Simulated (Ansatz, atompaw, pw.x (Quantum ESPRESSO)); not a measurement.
## What a changed setting does to a pw.x run (bcc H)

Potential: PAW, atompaw 4.2.0.5, PBE; core none, reference 1s1; waves: 1s (bound): rc 1.45 bohr; 1s channel at 0.45 Ry: rc 1.45 bohr; 2p channel at -0.05 Ry: rc 1.45 bohr; local part: bessel scheme, radius 1.25 bohr; core correction: none; augmentation: besselshape compensation charge, radius 1.10 bohr; PAW radius 1.45 bohr; waves and projectors: custom polynom2 7 10 vanderbiltortho.

The reference run (k-mesh 18³, cutoffs 40/400 Ry, Fermi–Dirac 0.01 Ry, mixing_beta 0.4, conv_thr 1e-9, no spin) gives -1.43 GPa at 3.033 Å³/atom, where all-electron LAPW gives -2.27 GPa. This run, with its own iteration cap, changes conv_thr to 1e-12.

```
&control
  calculation='scf', prefix='x', pseudo_dir='./', outdir='./tmp', tstress=.true., disk_io='none'
/
&system
  ibrav=0, nat=1, ntyp=1, ecutwfc=40, ecutrho=400, nbnd=7,
  occupations='smearing', smearing='fd', degauss=0.01
/
&electrons
  conv_thr=1e-12, mixing_beta=0.4, electron_maxstep=50
/
ATOMIC_SPECIES
H 1.0 H.UPF
CELL_PARAMETERS angstrom
  -0.91187954 0.91187954 0.91187954
  0.91187954 -0.91187954 0.91187954
  0.91187954 0.91187954 -0.91187954
ATOMIC_POSITIONS crystal
H 0.0000 0.0000 0.0000
K_POINTS automatic
18 18 18 0 0 0
```

```bash
pw.x < H.scf.in > H.scf.out
```

Task: How does the run end?

Result: It converges in 5 iterations; the free energy moves by +0.0 meV/atom and the pressure by +0.00 GPa. The result is that of the reference run.

```
Message from routine setup:
     using ibrav=0 with symmetry is DISCOURAGED, use correct ibrav instead
     lattice parameter (alat)  =       2.9847  a.u.
     unit-cell volume          =      20.4677 (a.u.)^3
     number of electrons       =         1.00
     number of Kohn-Sham states=            7
     kinetic-energy cutoff     =      40.0000  Ry
     charge density cutoff     =     400.0000  Ry
     scf convergence threshold =      1.0E-12
     Exchange-correlation= SLA PW PBX PBC
     number of k points=   195  Fermi-Dirac smearing, width (Ry)=  0.0100
     iteration #  1     ecut=    40.00 Ry     beta= 0.40
     total energy              =      -1.07471128 Ry
     estimated scf accuracy    <       0.00000198 Ry
     iteration #  2     ecut=    40.00 Ry     beta= 0.40
     total energy              =      -1.07479735 Ry
     estimated scf accuracy    <       0.00000077 Ry
     iteration #  3     ecut=    40.00 Ry     beta= 0.40
     total energy              =      -1.07479766 Ry
     estimated scf accuracy    <          6.0E-09 Ry
     iteration #  4     ecut=    40.00 Ry     beta= 0.40
     total energy              =      -1.07479771 Ry
     estimated scf accuracy    <          2.9E-09 Ry
     iteration #  5     ecut=    40.00 Ry     beta= 0.40
     the Fermi energy is     3.5833 ev
!    total energy              =      -1.07479771 Ry
     estimated scf accuracy    <          5.4E-14 Ry
     smearing contrib. (-TS)   =      -0.00045031 Ry
     The total energy is F=E-TS. E is the sum of the following terms:
     one-electron contribution =       0.62752685 Ry
     hartree contribution      =       0.01987194 Ry
     xc contribution           =      -0.66565056 Ry
     ewald contribution        =      -1.05595055 Ry
     one-center paw contrib.   =      -0.00014507 Ry
     convergence has been achieved in   5 iterations
          total   stress  (Ry/bohr**3)                   (kbar)     P=      -14.25
     Message from routine punch:
     Nothing written, as per user request (disk_io='none')
```

The run took about 1.6 s on one core of a shared host (Intel(R) Xeon(R) 6975P-C, 192 threads, 378 GiB, load 11).
